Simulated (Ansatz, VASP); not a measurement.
One calculation of SiC, two programs

```xyz
2
Lattice="0.0000 2.1197 2.1197 2.1197 0.0000 2.1197 2.1483 2.1483 -0.0285" Properties=species:S:1:pos:R:3 pbc="T T T"
Si    0.0000    0.0000    0.0000
C     3.2010    3.2010    3.1582
```

Alike in both runs: task single point; functional PBEsol; k mesh 12 × 12 × 12; occupations gaussian, width 0.05 eV; no spin polarisation.

|  | VASP | Ansatz |
| --- | --- | --- |
| version | VASP 6.6.1 | Ansatz 0.2.0 |
| potentials or method | VASP PAW PBE potentials, release 64 (Si, C) | scalar-relativistic, plane waves, PAW |
| plane-wave cutoff (eV) | 520 | 520 |
| valence electrons in the cell | 8 | 8 |

|  | VASP | Ansatz | Ansatz less VASP |
| --- | --- | --- | --- |
| gap on the k mesh at the Fermi level (eV) | 1.12 | 1.13 | +0.012 |
| least direct gap on the mesh (eV) | 4.39 | 4.40 | +0.018 |
| pressure (GPa) | 16.0 | 15.6 | -0.37 |
| largest component of the traceless stress (GPa) | 4.24 | 4.21 | -0.030 |
| rms of the force components (eV/Å) | 0.150 | 0.148 | -0.0014 |

Atom by atom the forces differ by 0.001 eV/Å (rms over components). The functional is the same, so the differences come from potentials, cutoffs and numerics. Ansatz warned: «pseudo_functional_mismatch».

Caveats: so large a pressure means that the cell lies far from this level's equilibrium, or that cutoff or potentials fall short (VASP); the potentials were made for another functional, which shifts forces and pressure (VASP). A k mesh can miss the band edges.
